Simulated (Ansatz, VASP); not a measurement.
# BP: VASP beside Ansatz

```
B P
1.0
     0.00000    2.26832    2.22295
     2.26832    0.00000    2.22295
     2.26832    2.26832    0.00000
B P
1 1
Cartesian
  0.0000 0.0000 0.0000
  1.1342 1.1342 1.1115
```

Change from the starting cell: uniaxial_z strain -2.0%.

Alike in both runs: task single point; functional PBE; k mesh 10 × 10 × 10; occupations fermi-dirac, width 0.02 eV; no spin polarisation.

```csv
,VASP,Ansatz
version,VASP 6.6.1,Ansatz 0.2.0
potentials or method,"VASP PAW PBE potentials, release 64 (B, P)","plane waves, PAW"
plane-wave cutoff (eV),520,420
valence electrons in the cell,8,8
```

VASP gave:

- gap on the k mesh at the Fermi level (eV): 0.91
- pressure (GPa): 4.5
- largest component of the traceless stress (GPa): 3.57

What did Ansatz give for the same quantities?

gap on the k mesh at the Fermi level (eV): 0.91; pressure (GPa): 4.8; largest component of the traceless stress (GPa): 3.56.

With one functional, cell and mesh, what is left measures potentials, basis and numerics.

A k mesh can miss the band edges.
